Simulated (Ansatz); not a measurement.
How far is PAW off for TaN?

```
Ta N
1.0
     3.04800    0.00000    0.00000
    -1.52400    2.63965    0.00000
     0.00000    0.00000    4.91800
Ta N
2 2
Direct
  0.00000 0.00000 0.00000
  0.00000 0.00000 0.50000
  0.33333 0.66667 0.25000
  0.66667 0.33333 0.75000
```

Atom numbers follow the list: Ta1, Ta2, N3, N4.

The cell comes from COD entry 1523630, which wasn't checked; take it as a given geometry.

Spin–orbit coupling is left out, though it moves levels of the heavy atoms by tenths of an eV or more.

Levels of theory: DFT, PBE, PAW with Ansatz's default frozen-core files, scalar-relativistic (Ansatz 0.2.0); DFT, PBE, all-electron PAW with datasets made for the crystal, scalar-relativistic (Ansatz 0.2.0); DFT, PBE, all-electron LAPW, scalar-relativistic (Ansatz 0.2.0).

For PAW: a Γ-centred 9×9×5 k mesh, Fermi–Dirac smearing of 0.01 eV, cutoff 420 eV, no spin polarisation. The crystal-made all-electron datasets (AE datasets) take a cutoff of 500 eV at this cell. LAPW targets a basis error of 0.5 meV/atom. The Ansatz runs share mesh, smearing and spin set-up. Plane-wave (PAW) pressures include the program's estimate of the Pulay term.

Stress and pressure are positive in compression.

No spin–orbit coupling: at heavy atoms the gradients can be off by tens of per cent for that reason.

In a metal, gradients converge slowly with the k mesh: the values move by tens of per cent from one mesh to another, at times in sign, so only the comparison on one mesh counts.

Levels count from the Fermi level.

```
                             quantity     PAW  AE datasets    LAPW
                       pressure (GPa)   59.64        59.16   59.16
                      stress xx (GPa)   31.33        31.00   31.00
                      stress zz (GPa)  116.26       115.50  115.50
       highest filled level at K (eV)  -1.833       -1.829  -1.830
         lowest empty level at K (eV)   0.354        0.355   0.355
       highest filled level at A (eV)  -6.370       -6.352  -6.352
         lowest empty level at A (eV)   0.039        0.037   0.037
field gradient Vzz at Ta1 (10²¹ V/m²)  -20.48       -20.01       –
 field gradient Vzz at N3 (10²¹ V/m²)    0.57         0.56       –
```

PAW's pressure differs from the LAPW value by +0.47 GPa. Datasets made for the crystal and LAPW share parts of one code, so their agreement isn't an independent check.
